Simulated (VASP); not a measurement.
# Br (Im-3m) in VASP: notebook, part 2 of 2

VASP 6.6.1. The steps go on from the part before.

### Step 3. Relaxation of cell and atoms, PBE, target pressure 20 GPa, at which the enthalpy is minimised

This run uses another cell than the first one, of 26.16 Å³/atom, 1.324 times its volume.

Contents of INCAR:

```
SYSTEM = Br
PREC = Accurate
ENCUT = 600
EDIFF = 1E-6
ISMEAR = -1
SIGMA = 0.05
LREAL = .FALSE.
LASPH = .TRUE.
NELM = 100
ALGO = Fast
ISIF = 3
LWAVE = .FALSE.
LCHARG = .FALSE.
GGA = PE
IBRION = 2
NSW = 80
EDIFFG = -0.03
PSTRESS = 200.0
```

Contents of KPOINTS:

```
regular mesh
0
G
  8 8 8
  0 0 0
```

Contents of POSCAR:

```
Br
1.0
    1.8700000000      1.8700000000      1.8700000000
   -1.8700000000      1.8700000000      1.8700000000
   -1.8700000000     -1.8700000000      1.8700000000
Br
1
Direct
    0.0000000000      0.0000000000      0.0000000000
```

Potentials or basis: VASP PAW PBE potentials, release 64 (Br).

Command:

```
cat potpaw_PBE.64/Br/POTCAR > POTCAR
mpirun -np 1 vasp_std > vasp.out
```

Wall time 18 s (1 thread of Intel Xeon Platinum 8488C (Sapphire Rapids), shared host); peak memory 0.16 GiB.

The run converged. Its results:

```
Free energy                                            : -0.6900 eV
Relaxed volume                                         : 19.79 Å³/atom
Relaxed cell                                           : a = 2.951 Å, b = 2.951 Å, c = 2.951 Å, α = 70.53°, β = 109.47°, γ = 70.53°
Space group after relaxing (to 0.05 Å)                 : Im-3m (No. 229)
Energy change on relaxing (the enthalpy is what falls) : +318.2 meV/atom
Ionic steps                                            : 4
Pressure after relaxing                                : 19.8 GPa
Band gap on the k mesh                                 : none (metal or under the smearing width)
```

The path:
```
step  energy change (eV)  largest force (eV/Å)  pressure (GPa)  volume (Å³)
   1              0.0000                0.0000            0.86        26.16
   2              1.1450                0.0000           56.13        16.02
   3              0.3013                0.0000           19.00        19.93
   4              0.3182                0.0000           19.80        19.79
```

Final structure:
```yaml
crystal:
  lattice:
    - [1.70393, 1.70393, 1.70393]
    - [-1.70393, 1.70393, 1.70393]
    - [-1.70393, -1.70393, 1.70393]
  atoms:
    - { symbol: Br, position: [0.00000, 0.00000, 0.00000] }
```

Levels at points of the mesh, in eV from the Fermi level:
```csv
k point,band 1,band 2,band 3,band 4,band 5,band 6,band 7
"(0.00, 0.00, 0.00)",-17.62,1.38,1.38,1.38,10.08,12.81,12.81
"(0.50, 0.00, 0.00)",-14.85,-6.90,-1.10,0.81,7.15,8.94,18.13
"(0.50, 0.50, 0.50)",-13.04,-3.91,-3.91,-3.91,4.86,4.86,22.70
```

Caveat: the cell is relaxed towards a set pressure, so the enthalpy falls and the energy may rise; the volume moved by over 15 % at a fixed basis, so the end points are rough; an odd number of electrons without spin polarisation forces a metal; a magnetic or distorted state may lie lower.

### Step 4. Single point, PBE

This run uses another cell than the first one, of 23.73 Å³/atom, 1.202 times its volume.

Contents of INCAR:

```
PREC = Accurate
ENCUT = 520
EDIFF = 1E-6
ISMEAR = -1
SIGMA = 0.05
LREAL = False
LASPH = True
NELM = 100
ALGO = Fast
ISIF = 2
LWAVE = False
LCHARG = True
GGA = PE
LELF = True
LVHAR = True
NBANDS = 10
```

Contents of KPOINTS:

```
Automatic mesh
0
Gamma
  8 8 8
```

Contents of POSCAR:

```
Br
1.0
    1.8103424071      1.8103424071      1.8103424071
   -1.8103424071      1.8103424071      1.8103424071
   -1.8103424071     -1.8103424071      1.8103424071
Br
1
Direct
    0.0000000000      0.0000000000      0.0000000000
```

Potentials or basis: VASP PAW PBE potentials, release 64 (Br).

Command:

```
cat potpaw_PBE.64/Br/POTCAR > POTCAR
mpirun -np 1 vasp_std > vasp.out
```

OUTCAR:

```text
PREC = Accurate
   ENCUT = 520
   EDIFF = 1E-6
   ISMEAR = -1
   LREAL = False
   LASPH = True
   NELM = 100
   ISIF = 2
   GGA = PE

 ion  position               nearest neighbor table
   1  0.000  0.000  0.000-

  LATTYP: Found a body centered cubic cell.
 ALAT       =     3.6206848142

  Lattice vectors:

 A1 = (   1.8103424071,  -1.8103424071,  -1.8103424071)
 A2 = (   1.8103424071,   1.8103424071,   1.8103424071)
[... 481 lines left out ...]
 k-point    24 :       0.5000    0.2500    0.2500
  band No.  band energies     occupation
      1     -10.8590      2.00000
      2      -1.5438      2.00000
      3       0.7119      2.00000
      4       1.3311      2.00000
      5      10.7917      0.00000
      6      12.5653      0.00000
      7      16.0689      0.00000
      8      16.6915      0.00000
      9      24.7702      0.00000
     10      24.9033      0.00000

 [... further k-points ...]
[... 5 lines left out ...]
  --------------------------------------------------------------------------------------
  -------------------------------------------------------------------------------------
  Total        0.7423363      0.7423363      0.7423363     -0.0000000      0.0000000     -0.0000000
  in kB       50.1151608     50.1151608     50.1151608     -0.0000000      0.0000000     -0.0000000
  external PRESSURE =      50.1151608 kB  Pullay stress =       0.0000000 kB

 VOLUME and BASIS-vectors are now :
 -----------------------------------------------------------------------------
  energy-cutoff  :      520.00
  volume of cell :       23.73
      direct lattice vectors                 reciprocal lattice vectors
     1.810342407  1.810342407  1.810342407     0.276190845  0.000000000  0.276190845
    -1.810342407  1.810342407  1.810342407    -0.276190845  0.276190845  0.000000000
    -1.810342407 -1.810342407  1.810342407     0.000000000 -0.276190845  0.276190845

 POSITION                                       TOTAL-FORCE (eV/Angst)
 -----------------------------------------------------------------------------------
      0.00000      0.00000      0.00000        -0.000000     -0.000000     -0.000000
 -----------------------------------------------------------------------------------
    total drift:                               -0.000000     -0.000000      0.000000

  FREE ENERGIE OF THE ION-ELECTRON SYSTEM (eV)
  ---------------------------------------------------
  free  energy   TOTEN  =        -0.9666314682 eV

  energy  without entropy=       -0.9510522371  energy(sigma->0) =       -0.95884185
```

It took 4.3 s on 1 thread of Intel Xeon Platinum 8488C (Sapphire Rapids), shared host; peak memory 0.13 GiB.

Results:

```
Free energy            : -0.9666 eV
Pressure               : 5.0 GPa
Band gap on the k mesh : none (metal or under the smearing width)
```

Caveat: an odd number of electrons without spin polarisation forces a metal; a magnetic or distorted state may lie lower.

### Step 5. Relaxation of cell and atoms, PBE, target pressure 5 GPa, at which the enthalpy is minimised

This run uses another cell than the first one, of 26.16 Å³/atom, 1.324 times its volume.

Contents of INCAR:

```
PREC = Accurate
ENCUT = 600
EDIFF = 1E-6
ISMEAR = -1
SIGMA = 0.05
LREAL = False
LASPH = True
NELM = 100
ALGO = Fast
ISIF = 3
LWAVE = False
LCHARG = False
GGA = PE
IBRION = 2
NSW = 80
EDIFFG = -0.03
PSTRESS = 50.0
```

KPOINTS is that of step 4.

Contents of POSCAR:

```
Br
1.0
    1.8700000000      1.8700000000      1.8700000000
   -1.8700000000      1.8700000000      1.8700000000
   -1.8700000000     -1.8700000000      1.8700000000
Br
1
Direct
    0.0000000000      0.0000000000      0.0000000000
```

Command:

```
cat potpaw_PBE.64/Br/POTCAR > POTCAR
mpirun -np 1 vasp_std > vasp.out
```

Wall time 18 s (1 thread of Intel Xeon Platinum 8488C (Sapphire Rapids), shared host); peak memory 0.15 GiB.

The run converged. Its results:

| Quantity | Value |
| --- | --- |
| Free energy | -0.9651 eV |
| Relaxed volume | 23.68 Å³/atom |
| Relaxed cell | a = 3.133 Å, b = 3.133 Å, c = 3.133 Å, α = 70.53°, β = 109.47°, γ = 70.53° |
| Space group after relaxing (to 0.05 Å) | Im-3m (No. 229) |
| Energy change on relaxing (the enthalpy is what falls) | +43.2 meV/atom |
| Ionic steps | 2 |
| Pressure after relaxing | 5.1 GPa |
| Band gap on the k mesh | none (metal or under the smearing width) |

Step by step:
| step | energy change (eV) | largest force (eV/Å) | pressure (GPa) | volume (Å³) |
| --- | --- | --- | --- | --- |
| 1 | 0.0000 | 0.0000 | 0.86 | 26.16 |
| 2 | 0.0432 | 0.0000 | 5.05 | 23.68 |

Final structure:
```xyz
1
Lattice="1.8090 1.8090 1.8090 -1.8090 1.8090 1.8090 -1.8090 -1.8090 1.8090" Properties=species:S:1:pos:R:3 pbc="T T T"
Br    0.0000    0.0000    0.0000
```

Levels at points of the mesh, in eV from the Fermi level:
| k point | band 1 | band 2 | band 3 | band 4 | band 5 | band 6 | band 7 |
| --- | --- | --- | --- | --- | --- | --- | --- |
| (0.00, 0.00, 0.00) | -16.08 | 0.97 | 0.97 | 0.97 | 8.57 | 12.76 | 12.76 |
| (0.50, 0.00, 0.00) | -14.21 | -5.32 | -0.87 | 0.61 | 7.43 | 9.44 | 17.18 |
| (0.50, 0.50, 0.50) | -13.03 | -3.01 | -3.01 | -3.01 | 5.91 | 5.91 | 21.10 |

Caveat: the cell is relaxed towards a set pressure, so the enthalpy falls and the energy may rise; an odd number of electrons without spin polarisation forces a metal; a magnetic or distorted state may lie lower.

### Step 6. Overview

| task | cell | cutoff (eV) | target pressure | gap on the mesh (eV) | pressure (GPa) |
| --- | --- | --- | --- | --- | --- |
| single point | Im-3m, 19.75 Å³/atom | 520 | - | none | 20.0 |
| relaxation of cell and atoms | relaxed to 20 GPa | 600 | 20 GPa | none | 19.8 |
| single point | Im-3m, 23.73 Å³/atom | 520 | - | none | 5.0 |
| relaxation of cell and atoms | relaxed to 5 GPa | 600 | 5 GPa | none | 5.1 |

Alike in all rows: level PBE; potentials or basis VASP PAW PBE potentials, release 64 (Br); no spin polarisation; k mesh 8 × 8 × 8; smearing fermi-dirac 0.05 eV.

Caveats: an odd number of electrons without spin polarisation forces a metal; a magnetic or distorted state may lie lower; the cell is relaxed towards a set pressure, so the enthalpy falls and the energy may rise (some runs); so large a pressure means that the cell lies far from this level's equilibrium, or that cutoff or potentials fall short (some runs); the volume moved by over 15 % at a fixed basis, so the end points are rough (some runs).

Total energies depend on the potentials used, so only differences within one code and one set of settings carry meaning.
